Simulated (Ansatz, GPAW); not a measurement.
This is a calculation of TaSi2 for Ansatz 0.2.0. 

File input.yaml:

```yaml
crystal:
  lattice:
    - [4.7839, 0.0, 0.0]
    - [-2.39195, 4.1429789292, 0.0]
    - [0.0, 0.0, 6.57]
  atoms:
    - { symbol: Ta, position: [0.0, 0.5, 0.3333333333] }
    - { symbol: Ta, position: [0.5, 0.5, 0.6666666667] }
    - { symbol: Ta, position: [0.5, 0.0, 0.0] }
    - { symbol: Si, position: [0.31794, 0.15897, 0.3333333333] }
    - { symbol: Si, position: [0.15897, 0.84103, 0.6666666667] }
    - { symbol: Si, position: [0.84103, 0.68206, 0.0] }
    - { symbol: Si, position: [0.68206, 0.84103, 0.3333333333] }
    - { symbol: Si, position: [0.84103, 0.15897, 0.6666666667] }
    - { symbol: Si, position: [0.15897, 0.31794, 0.0] }
hamiltonian:
  xc: pbesol
  pseudopotentials: { kind: paw }
  hubbard: { sites: [{ species: Ta, l: d, u_eff: 5.0 }] }
kpoints:
  mp_grid: { grid: [5, 5, 3] }
scf:
  occupations: { method: fermi_dirac, width: 0.05 }
output:
  forces: true
  stress: true
  eigenvalues: true
```

Potentials or basis: Ansatz PAW.

Run with:

```console
$ ansatz run input.yaml --threads 4 --pin off --max-ram 11264MiB --backend cpu --events-out ev --progress --plain --runs-dir out
```

**Question.** Translate it to GPAW 26.7.0 (ASE script). Potentials or basis there: PAW data sets generated for this functional, cutoff 600 eV.

**Answer.** As run (cutoffs and basis follow the program's own potentials, and thresholds, step limits or extra output files can differ):

The input run.py:

```python
from ase import Atoms
from ase.dft.bandgap import bandgap
from ase.io import write
from ase.units import GPa
from gpaw import GPAW, PW, setup_paths

setup_paths.insert(0, '.')

atoms = Atoms(['Ta', 'Ta', 'Ta', 'Si', 'Si', 'Si', 'Si', 'Si', 'Si'],
              cell=[[4.7839, 0.0, 0.0],
                    [-2.39195, 4.1429789292, 0.0],
                    [0.0, 0.0, 6.57]],
              scaled_positions=[[0.0, 0.5, 0.3333333333],
                                [0.5, 0.5, 0.6666666667],
                                [0.5, 0.0, 0.0],
                                [0.31794, 0.15897, 0.3333333333],
                                [0.15897, 0.84103, 0.6666666667],
                                [0.84103, 0.68206, 0.0],
                                [0.68206, 0.84103, 0.3333333333],
                                [0.84103, 0.15897, 0.6666666667],
                                [0.15897, 0.31794, 0.0]],
              pbc=True)

calc = GPAW(mode=PW(600),
            xc='PBEsol',
            kpts={'size': (5, 5, 3), 'gamma': True},
            occupations={'name': 'fermi-dirac', 'width': 0.05},
            setups={'Ta': ':d,5.0'},
            nbands=57,
            convergence={'density': 1e-05, 'energy': 1e-05},
            maxiter=150,
            txt='gpaw.txt')
atoms.calc = calc
energy = atoms.get_potential_energy()
forces = atoms.get_forces()
stress = atoms.get_stress()
calc.write('gs.gpw')
write('result.traj', atoms)
print(f'Energy: {energy:.6f} eV')
print('Forces (eV/A):')
print(forces.round(4))
print('Stress (GPa):', (stress / GPa).round(3))
print('Fermi level:', round(calc.get_fermi_level(), 4), 'eV')
print(f'Gap: {bandgap(calc)[0]:.4f} eV, direct: {bandgap(calc, direct=True)[0]:.4f} eV')
```

Potentials or basis: PAW data sets generated in the run's folder for this functional, pw.

Run with:

```bash
$ gpaw-setup -f PBEsol Si Ta
$ OMP_NUM_THREADS=1 python run.py
```

Both were run:

|  | Ansatz | GPAW |
| --- | --- | --- |
| Pressure | -0.6 GPa | 4.4 GPa |

Ansatz's pressure holds a Pulay term of +0.05 GPa for its cutoff of 420 eV, which the other run lacks.

Ansatz's potentials were made for PBE.

Where Ansatz's input types no cutoff or centring, it takes its own default and a Γ-centred mesh.

The two runs disagree by more than potentials and bases usually give (in gap, levels, pressure or energy); the cause wasn't traced.

How U acts hangs on each program's projectors.

Pressure is positive in compression.
